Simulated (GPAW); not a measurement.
The system is Ge.

```
Ge
1.0
    -2.57449    2.57449    1.39741
     2.57449   -2.57449    1.39741
     2.57449    2.57449   -1.39741
Ge
2
Cartesian
  0.0000 0.0000 1.3974
  2.5745 0.0000 0.6987
```

This isn't the form of Ge at room conditions, which is diamond.

Program: GPAW 26.7.0. Alike in all runs: cell as given; smearing fermi-dirac 0.05 eV.

Problem. Order these runs on this cell by their pressure, lowest first.
A. level LDA; potentials or basis the program's PAW data sets (release 1.2.1) made for this functional, pw; spin off; k mesh 9 × 9 × 9; cutoff (eV) 450; maxiter 120
B. level BLYP; potentials or basis PAW data sets generated in the run's folder for this functional, pw; spin off; k mesh 11 × 11 × 11; cutoff (eV) 600; maxiter 150; band path GXMGZPNZ1M,XP; band points 80
C. level r2SCAN; potentials or basis GPAW PAW data sets (gpaw-data 1.2.1), pw; spin SOC, no magnetisation; k mesh 8 × 8 × 8; cutoff (eV) 600; maxiter 150; band path GXMGZPNZ1M,XP; band points 80; spin axis theta (degrees) 90; spin axis phi (degrees) 0

Solution. A (-2.7 GPa), C (0.2 GPa), B (9.6 GPa).

Caveats: spin-orbit coupling was added after a scalar SCF, so levels and gaps hold it while energy, forces, pressure and moments don't (some runs); the PAW data sets were made with another functional, which shifts forces and pressure a little (some runs); the cutoff is short for stress and forces, so pressures can be off by a GPa or more (some runs).

Not every run made on this cell is shown here.
